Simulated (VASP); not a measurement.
## InAs (strained zincblende): one PBE single-point calculation in two programs

```
CELL_PARAMETERS angstrom
0.00000 2.96295 3.14990
2.96295 0.00000 3.14990
2.96295 2.96295 0.00000
ATOMIC_POSITIONS crystal
In 0.00000 0.00000 0.00000
As 0.25000 0.25000 0.25000
```

Each program uses its own PAW datasets. VASP's cell holds 18 valence electrons and Ansatz's 28. Ansatz's stress includes a Pulay correction; VASP's doesn't.

Cutoffs: 520 eV in VASP, 420 eV in Ansatz. k meshes: 8×8×8 and 8×8×8.

```tsv
	VASP	Ansatz
gap between bands v and c	-0.02 eV (bands overlap: a metal)	-0.02 eV (bands overlap: a metal)
least direct gap	0.00 eV	0.00 eV
pressure	3.9 GPa	3.8 GPa
```

Band v is the last that the valence electrons fill when counted band by band, and c is the next. Levels in eV from the top of v, Ansatz:

```tsv
point	v−1	v	c	c+1
Γ	-0.33	0.00	0.00	3.79
X	-2.18	-2.18	1.66	2.33
K	-3.35	-2.16	1.88	4.00
L	-1.30	-0.88	0.80	4.45
W	-3.03	-2.95	4.23	4.28
```

VASP:

```json
{"point": "Γ", "v−1": "-0.33", "v": "0.00", "c": "0.00", "c+1": "3.78"}
{"point": "X", "v−1": "-2.19", "v": "-2.19", "c": "1.66", "c+1": "2.32"}
{"point": "K", "v−1": "-3.36", "v": "-2.16", "c": "1.87", "c+1": "3.99"}
{"point": "L", "v−1": "-1.30", "v": "-0.88", "c": "0.80", "c+1": "4.44"}
{"point": "W", "v−1": "-3.03", "v": "-2.96", "c": "4.23", "c+1": "4.27"}
```
